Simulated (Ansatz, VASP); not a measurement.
# P3Ir: VASP beside Ansatz, part 3 of 3

Wanted: the spread between two codes on one cell, functional and k mesh. Of the first pair: The cell is taken from a series of runs on this material, whose earlier steps may have relaxed, scaled, displaced or heated it; both programs get it as it stands. Valence electrons are named where the data sets of a main pair hold unlike numbers.

VASP 6.6.1 and Ansatz 0.2.0.

So far. Step 3 (Ansatz: single point, PBEsol): The run ends at a pressure of -2.40 GPa, with forces up to 0.28 eV/Å. Step 7 (VASP: single point, r2SCAN): The run ends at a pressure of 0.08 GPa, with forces up to 0.097 eV/Å.

**11. VASP: single point, r2SCAN with rVV10**

Level of this step: r2SCAN with rVV10; plane waves and PAW (P, Ir) (VASP).

The same cell, functional, mesh and smearing now go to VASP, with its own data sets.

Input file INCAR:

```
SYSTEM = P3Ir
PREC = Accurate
ENCUT = 400
EDIFF = 1E-06
NELM = 100
ISMEAR = 0
SIGMA = 0.1
LREAL = .FALSE.
ALGO = Normal
METAGGA = R2SCAN
LUSE_VDW = .TRUE.
IVDW_NL = 2
BPARAM = 11.95
CPARAM = 0.0093
LASPH = .TRUE.
NBANDS = 64
LORBIT = 11
LWAVE = .FALSE.
LCHARG = .FALSE.
KPAR = 4
ISIF = 2
```

Input file POSCAR:

```
P3Ir
1.0
   -4.0139830167      4.0139830167      4.0139830167
    4.0139830167     -4.0139830167      4.0139830167
    4.0139830167      4.0139830167     -4.0139830167
P Ir
12 4
Direct
    0.1392810651      0.7851826352      0.6459015701
    0.1392810651      0.4933794950      0.3540984299
    0.8607189349      0.5066205050      0.6459015701
    0.3540984299      0.1392810651      0.4933794950
    0.8607189349      0.2148173648      0.3540984299
    0.6459015701      0.1392810651      0.7851826352
    0.5066205050      0.6459015701      0.8607189349
    0.6459015701      0.8607189349      0.5066205050
    0.4933794950      0.3540984299      0.1392810651
    0.3540984299      0.8607189349      0.2148173648
    0.2148173648      0.3540984299      0.8607189349
    0.7851826352      0.6459015701      0.1392810651
    0.5000000000      0.0000000000      0.0000000000
    0.5000000000      0.5000000000      0.5000000000
    0.0000000000      0.5000000000      0.0000000000
    0.0000000000      0.0000000000      0.5000000000
```

Input file KPOINTS:

```
Automatic mesh
0
Gamma
6 6 6
0 0 0
```

PAW data sets: P and Ir (PBE family, release 64).

Command:

```sh
> mpirun -np 4 vasp_std
```

Numbers of over 12 decimals in the logs are rounded to 6 here.

Output:

```text
[banner, memory and clock lines left out]
running    4 mpi-ranks, on    1 nodes
[...]
|                                                                             |
|               ----> ADVICE to this user running VASP <----                  |
|                                                                             |
|     You have switched on vdW-DFT.                                           |
|     This routine was written and supplied by Jiri Klimes. We recommend      |
|     that you carefully read and cite the following publications:            |
|       J. Klimes, D.R. Bowler, A. Michelides                                 |
|          J. Phys.: Cond Matt. 22 022201 (2010)                              |
|       J. Klimes, D.R. Bowler, A. Michelides                                 |
|          Phys. Rev. B. 83, 195131 (2011)                                    |
|     and references therein.                                                 |
|                                                                             |

[...]
Total rVV10 correction in eV:      1.4963861   118.7622168
DAV:  13    -0.327662667010E+03   -0.14229E-04   -0.30915E-05  3224   0.261E-02    0.246E-02
Total rVV10 correction in eV:      1.4966218   118.7622168
Total rVV10 correction in eV:      1.4966218   118.7622168
Total rVV10 correction in eV:      1.4966218   118.7622168
Total rVV10 correction in eV:      1.4966218   118.7622168
DAV:  14    -0.327662669222E+03   -0.22122E-05   -0.11599E-05  3304   0.236E-02    0.713E-03
Total rVV10 correction in eV:      1.4966192   118.7622168
Total rVV10 correction in eV:      1.4966192   118.7622168
Total rVV10 correction in eV:      1.4966192   118.7622168
Total rVV10 correction in eV:      1.4966192   118.7622168
DAV:  15    -0.327662669542E+03   -0.32051E-06   -0.14883E-06  1600   0.533E-03
Total rVV10 correction in eV:      1.4966446   118.7622168
Total rVV10 correction in eV:      1.4966446   118.7622168
Total rVV10 correction in eV:      1.4966446   118.7622168
Total rVV10 correction in eV:      1.4966446   118.7622168
Total rVV10 correction in eV:      1.4966308   118.7622168
Total rVV10 correction in eV:      1.4966308   118.7622168
Total rVV10 correction in eV:      1.4966308   118.7622168
Total rVV10 correction in eV:      1.4966308   118.7622168
   1 F= -.32766267E+03 E0= -.32766260E+03  d E =-.134356E-03
```

From OUTCAR (step 11):

```text
  Total        0.5334894      0.5334894      0.5334894     -0.0000000     -0.0000000      0.0000000
  in kB        3.3040745      3.3040745      3.3040745     -0.0000000     -0.0000000      0.0000000
  external PRESSURE =       3.3040745 kB  Pullay stress =       0.0000000 kB

 POSITION                                       TOTAL-FORCE (eV/Angst)
 -----------------------------------------------------------------------------------
      5.18528      0.00000      1.11814        -0.056323      0.000000     -0.087727
      2.84269      0.00000      1.11814         0.056323      0.000000     -0.087727
      1.17129      4.01398      2.89584        -0.056323      0.000000      0.087727
      1.11814      2.84269      0.00000        -0.087727      0.056323     -0.000000
     -1.17129      4.01398      2.89584         0.056323      0.000000      0.087727
      1.11814      5.18528      0.00000        -0.087727     -0.056323     -0.000000
      4.01398      2.89584      1.17129        -0.000000      0.087727     -0.056323
      2.89584      1.17129      4.01398         0.087727     -0.056323     -0.000000
      0.00000      1.11814      2.84269        -0.000000     -0.087727      0.056323
      2.89584     -1.17129      4.01398         0.087727      0.056323     -0.000000
      4.01398      2.89584     -1.17129         0.000000      0.087727      0.056323
      0.00000      1.11814      5.18528        -0.000000     -0.087727     -0.056323
     -2.00699      2.00699      2.00699        -0.000000      0.000000     -0.000000
      2.00699      2.00699      2.00699        -0.000000      0.000000     -0.000000
      2.00699     -2.00699      2.00699        -0.000000      0.000000     -0.000000
      2.00699      2.00699     -2.00699        -0.000000      0.000000     -0.000000
 -----------------------------------------------------------------------------------
    total drift:                                0.000000      0.000000     -0.000000

  FREE ENERGIE OF THE ION-ELECTRON SYSTEM (eV)
  ---------------------------------------------------
  free  energy   TOTEN  =      -327.6626695423 eV

  energy  without entropy=     -327.6625351859  energy(sigma->0) =     -327.66260236

[... 1 part as in an earlier step ...]

[... 2 further parts left out ...]
[key lines of the parts left out:]
E-fermi :   8.9586
```

The run ends at a pressure of 0.33 GPa, with forces up to 0.10 eV/Å.

**12. Comparison**

What differs besides the data sets and the points named for the pairs above, as far as they apply: the data sets hold 128 valence electrons in Ansatz (on its default PAW (the set named soft_2) files) and 96 in VASP. Total energies have different zeros and are not compared.

Compared:

| quantity | Ansatz | VASP | difference |
| --- | --- | --- | --- |
| pressure (GPa) | 0.00 | 0.33 | -0.33 |
| gap on the k mesh (eV) | 0.293 | 0.300 | -0.007 |

Forces on 8 of the 16 atoms, those with the largest forces and the largest differences (eV/Å; atoms numbered as in POSCAR):

| atom | Ansatz x, y, z | VASP x, y, z |
| --- | --- | --- |
| P1 | 0.000, 0.000, 0.000 | -0.056, 0.000, -0.088 |
| P2 | 0.000, 0.000, 0.000 | 0.056, 0.000, -0.088 |
| P3 | 0.000, 0.000, 0.000 | -0.056, 0.000, 0.088 |
| P4 | 0.000, 0.000, 0.000 | -0.088, 0.056, 0.000 |
| P5 | 0.000, 0.000, 0.000 | 0.056, 0.000, 0.088 |
| P6 | 0.000, 0.000, 0.000 | -0.088, -0.056, 0.000 |
| P7 | 0.000, 0.000, 0.000 | 0.000, 0.088, -0.056 |
| P8 | 0.000, 0.000, 0.000 | 0.088, -0.056, 0.000 |

The forces differ by 52 meV/Å r.m.s., where the r.m.s. force is 0.000 eV/Å in Ansatz and 0.052 eV/Å in VASP: the atoms lie near their places of rest in Ansatz, so a percentage would say little (all taken over all components). A gap on the mesh is an upper bound, since the band edges may lie between its points; neither run holds spin-orbit coupling, which can move the band edges of a compound of Ir.

**13. What the set-up changes**

Further runs change the set-up of one program: Ansatz's method, potentials or start, or VASP's data sets, cutoff or form of LDA. The table gives Ansatz less VASP for each quantity, since a change that brings one quantity closer may part another.

| run | r.m.s. force difference (meV/Å) | pressure (GPa) | gap on the k mesh (eV) |
| --- | --- | --- | --- |
| as above | 52 | -0.33 | -0.0069 |
| VASP with the data sets P_GW and Ir_sv_GW and a cutoff of 520 eV | 12 | 0.58 | -0.0066 |
| VASP with the data sets P_h and Ir and a cutoff of 630 eV | 35 | -0.62 | 0.017 |

**14. Outcome**

```json
{
 "r.m.s. force difference (single point, PBEsol)": "19 meV/Å",
 "r.m.s. force difference (single point, r2SCAN)": "49 meV/Å",
 "r.m.s. force difference (single point, r2SCAN with rVV10)": "52 meV/Å"
}
```

**Reading.** The r.m.s. force difference is 52 meV/Å (single point, r2SCAN with rVV10), beyond the 12 meV/Å picked in this series as the mark of a large difference. The data sets hold unlike numbers of valence electrons (128 in Ansatz and 96 in VASP), so part of the differences comes from the potentials. Single point, PBEsol, VASP with the data sets P_GW and Ir_sv_GW and a cutoff of 520 eV: r.m.s. force difference goes from 19 to 0.71 meV/Å; the difference in pressure goes from -0.35 to 0.40 GPa. Single point, PBEsol, VASP with the data sets P_h and Ir and a cutoff of 630 eV: r.m.s. force difference goes from 19 to 14 meV/Å. Single point, r2SCAN, VASP with the data sets P_GW and Ir_sv_GW and a cutoff of 520 eV: r.m.s. force difference goes from 49 to 10 meV/Å; the difference in pressure goes from -0.075 to 0.72 GPa. Single point, r2SCAN, VASP with the data sets P_h and Ir and a cutoff of 630 eV: r.m.s. force difference goes from 49 to 31 meV/Å; the difference in pressure goes from -0.075 to -0.43 GPa; the difference in gap on the k mesh goes from -0.0064 to 0.018 eV. Single point, r2SCAN with rVV10, VASP with the data sets P_GW and Ir_sv_GW and a cutoff of 520 eV: r.m.s. force difference goes from 52 to 12 meV/Å; the difference in pressure goes from -0.33 to 0.58 GPa. How closely two codes agree says nothing of how well the functional describes the real material.

[Lines on the potential files, build, host, timing and source positions are cut from VASP's logs without a mark.]

[Logs are printed without paths, hosts, clocks, repeated set-up lines and the standing remarks that a program may print on its own settings, such as how far it seeks lower states.]

[Hosts, paths, dates, database ids (printed as entryN), source tags and the programs' standing remarks are cut or masked in the printed files.]
